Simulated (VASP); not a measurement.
A run of VASP 6.6.1:

The input INCAR:

```
  ALGO = Normal
  EDIFF = 1E-6
  ENCUT = 520
  GGA = PE
  ISIF = 2
  ISMEAR = 0
  IVDW = 3
  LASPH = T
  LCHARG = F
  LDAU = T
  LDAUJ = 0.5
  LDAUL = 2
  LDAUPRINT = 1
  LDAUTYPE = 2
  LDAUU = 1
  LMAXMIX = 4
  LREAL = F
  LWAVE = F
  NBANDS = 37
  NELM = 60
  PREC = Accurate
  SIGMA = 0.005
```

Contents of Nb.cif:

```cif
data_Nb
_cell_length_a 3.32790000
_cell_length_b 3.32790000
_cell_length_c 3.32790000
_cell_angle_alpha 90.00000000
_cell_angle_beta 90.00000000
_cell_angle_gamma 90.00000000
_space_group_name_H-M_alt 'Im-3m'
_space_group_name_Hall '-I 4 2 3'
_space_group_IT_number 229
loop_
_space_group_symop_operation_xyz
'x,y,z'
'-x,-y,-z'
'-y,x,z'
'y,-x,-z'
'-x,-y,z'
'x,y,-z'
'y,-x,z'
'-y,x,-z'
'x,-y,-z'
'-x,y,z'
'-y,-x,-z'
'y,x,z'
'-x,y,-z'
'x,-y,z'
'y,x,-z'
'-y,-x,z'
'z,x,y'
'-z,-x,-y'
'z,-y,x'
'-z,y,-x'
'z,-x,-y'
'-z,x,y'
'z,y,-x'
'-z,-y,x'
'-z,x,-y'
'z,-x,y'
'-z,-y,-x'
'z,y,x'
'-z,-x,y'
'z,x,-y'
'-z,y,x'
'z,-y,-x'
'y,z,x'
'-y,-z,-x'
'x,z,-y'
'-x,-z,y'
'-y,z,-x'
'y,-z,x'
'-x,z,y'
'x,-z,-y'
'-y,-z,x'
'y,z,-x'
'-x,-z,-y'
'x,z,y'
'y,-z,-x'
'-y,z,x'
'x,-z,y'
'-x,z,-y'
'x+1/2,y+1/2,z+1/2'
'-x+1/2,-y+1/2,-z+1/2'
'-y+1/2,x+1/2,z+1/2'
'y+1/2,-x+1/2,-z+1/2'
'-x+1/2,-y+1/2,z+1/2'
'x+1/2,y+1/2,-z+1/2'
'y+1/2,-x+1/2,z+1/2'
'-y+1/2,x+1/2,-z+1/2'
'x+1/2,-y+1/2,-z+1/2'
'-x+1/2,y+1/2,z+1/2'
'-y+1/2,-x+1/2,-z+1/2'
'y+1/2,x+1/2,z+1/2'
'-x+1/2,y+1/2,-z+1/2'
'x+1/2,-y+1/2,z+1/2'
'y+1/2,x+1/2,-z+1/2'
'-y+1/2,-x+1/2,z+1/2'
'z+1/2,x+1/2,y+1/2'
'-z+1/2,-x+1/2,-y+1/2'
'z+1/2,-y+1/2,x+1/2'
'-z+1/2,y+1/2,-x+1/2'
'z+1/2,-x+1/2,-y+1/2'
'-z+1/2,x+1/2,y+1/2'
'z+1/2,y+1/2,-x+1/2'
'-z+1/2,-y+1/2,x+1/2'
'-z+1/2,x+1/2,-y+1/2'
'z+1/2,-x+1/2,y+1/2'
'-z+1/2,-y+1/2,-x+1/2'
'z+1/2,y+1/2,x+1/2'
'-z+1/2,-x+1/2,y+1/2'
'z+1/2,x+1/2,-y+1/2'
'-z+1/2,y+1/2,x+1/2'
'z+1/2,-y+1/2,-x+1/2'
'y+1/2,z+1/2,x+1/2'
'-y+1/2,-z+1/2,-x+1/2'
'x+1/2,z+1/2,-y+1/2'
'-x+1/2,-z+1/2,y+1/2'
'-y+1/2,z+1/2,-x+1/2'
'y+1/2,-z+1/2,x+1/2'
'-x+1/2,z+1/2,y+1/2'
'x+1/2,-z+1/2,-y+1/2'
'-y+1/2,-z+1/2,x+1/2'
'y+1/2,z+1/2,-x+1/2'
'-x+1/2,-z+1/2,-y+1/2'
'x+1/2,z+1/2,y+1/2'
'y+1/2,-z+1/2,-x+1/2'
'-y+1/2,z+1/2,x+1/2'
'x+1/2,-z+1/2,y+1/2'
'-x+1/2,z+1/2,-y+1/2'
loop_
_atom_site_label
_atom_site_type_symbol
_atom_site_symmetry_multiplicity
_atom_site_Wyckoff_symbol
_atom_site_fract_x
_atom_site_fract_y
_atom_site_fract_z
_atom_site_occupancy
Nb1 Nb 2 a 0.0000000000 0.0000000000 0.0000000000 1
```

File KPOINTS:

```
k-points
0
Gamma
  8 8 8
```

File POSCAR:

```
Nb
 1.0000000000000000
     3.3279000000000001    0.0000000000000000    0.0000000000000000
     0.0000000000000000    3.3279000000000001    0.0000000000000000
     0.0000000000000000    0.0000000000000000    3.3279000000000001
 Nb 
   2
Cartesian
  0.0000000000000000  0.0000000000000000  0.0000000000000000
  1.6639500000000000  1.6639500000000000  1.6639500000000000
```

Potentials or basis: VASP PAW PBE potentials, release 64 (Nb_sv).

Command:

```sh
$ ase convert -i cif -o vasp Nb.cif POSCAR
$ cat potpaw_PBE.64/Nb_sv/POTCAR > POTCAR
$ mpirun -np 1 vasp_std > vasp.out
```

Hardware: 1 thread of Intel(R) Xeon(R) Platinum 8488C (Sapphire Rapids), with other jobs on the host.

**Question.** Estimate the wall time of this run.

**Answer.** It took 34 s on 1 thread of Intel(R) Xeon(R) Platinum 8488C (Sapphire Rapids), on a shared host, peak memory 0.17 GiB. Counts: scf iterations 13, k points 35.
